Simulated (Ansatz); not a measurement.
Input of an Ansatz 0.2.0 run:

input.yaml

```yaml
crystal:
  lattice:
    - [-1.508, 1.508, 2.1072475377]
    - [1.508, -1.508, 2.1072475377]
    - [1.508, 1.508, -2.1072475377]
  atoms:
    - { symbol: Co, position: [0.0, 0.0, 0.0], spin: 1.5 }
    - { symbol: O, position: [0.5, 0.5, 0.0] }
hamiltonian:
  xc: pbe
  pseudopotentials: { kind: paw }
magnetization:
  spin_polarized: true
  initial_magnetization: 1.5
  spin_locking: { lock_magnetization: hard }
kpoints:
  mp_grid: { grid: [10, 10, 10] }
scf:
  occupations: { method: fermi_dirac, width: 0.05 }
  lower_state_search: "off"
output:
  forces: true
  stress: true
  eigenvalues: true
  write_density: true
  write_potential: true
  elf: true
  volumetric_format: npy
```

Potentials or basis: Ansatz PAW.

Command:

```console
$ ansatz run input.yaml --threads 2 --pin off --max-ram 5632MiB --backend cpu --events-out ev --progress --plain --runs-dir out
```

Task: What does it give for the pressure?

Result: -10.9 GPa.

Stress tensor (GPa, compression positive):
```
-11.24   0.00   0.00
  0.00 -11.24   0.00
  0.00   0.00 -10.34
```

Caveat: the pressure holds a Pulay correction of +0.7 GPa for the finite cutoff; the total moment is fixed, so each spin has its own Fermi level; a cell with one magnetic atom can't hold antiferromagnetic order, which such compounds often take; the thresholds are loose for stress.
